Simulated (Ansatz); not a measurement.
F (C2/c) from a database of computed structures, relaxed with r2SCAN+rVV10 in the plane-wave code Ansatz. It is monoclinic, C2/c (No. 15); conventional cell a = 4.922 Å, b = 3.261 Å, c = 6.483 Å, β = 90.2°, 13.01 Å³ an atom. Around F lie 1 F at 1.40 Å.

The axes x, y and z are those of this cell:
```
F
1.0
     2.45909   -1.63049    0.10274
     2.45909    1.63049    0.10274
    -0.29492    0.00000    6.47670
F
4
Direct
  0.59627 0.90355 0.59659
  0.09645 0.40373 0.90341
  0.40373 0.09645 0.40341
  0.90355 0.59627 0.09659
```

Unstrained: With PBE the gap is 2.987 eV and direct, at Γ. The r2SCAN gap is direct at Γ: 3.843 eV. The HSE06 gap is direct at Γ: 6.202 eV. Meshes: PBE 10×10×4, r2SCAN 10×10×4, HSE06 6×6×4. Strains are changes of length per length. After each strain the atoms were relaxed again with r2SCAN+rVV10 within the symmetry that the strain leaves, so tilts or polar shifts that break it weren't tested; points keep the names that they have in the unstrained zone. (Simulation; spin polarisation is off.)

**Question.** Estimate what isotropic +3.69 % on every length does to the gap.

**Answer.** PBE: the gap goes from 2.987 to 3.061 eV (+0.074 eV). r2SCAN: the gap goes from 3.843 to 3.931 eV (+0.088 eV). HSE06: the gap goes from 6.202 to 6.282 eV (+0.080 eV).

**Question.** Estimate what uniaxial +2.12 % along x, other directions held does to the gap.

**Answer.** PBE: the gap goes from 2.987 to 3.002 eV (+0.015 eV); least and direct gap lie within 0.04 eV, so its kind isn't settled. r2SCAN: the gap goes from 3.843 to 3.860 eV (+0.017 eV). HSE06: the gap goes from 6.202 to 6.219 eV (+0.017 eV).

**Question.** Estimate what biaxial -1.87 % in x and y, z held does to the gap.

**Answer.** PBE: the gap goes from 2.987 to 2.911 eV (-0.076 eV). r2SCAN: the gap goes from 3.843 to 3.763 eV (-0.080 eV). HSE06: the gap goes from 6.202 to 6.118 eV (-0.084 eV).

**Question.** Estimate what isotropic -0.64 % on every length does to the gap.

**Answer.** PBE: the gap goes from 2.987 to 2.975 eV (-0.012 eV). r2SCAN: the gap goes from 3.843 to 3.829 eV (-0.014 eV). HSE06: the gap goes from 6.202 to 6.188 eV (-0.014 eV).

The meshes of the hybrids are coarse, so their gaps aren't converged to the digits shown.
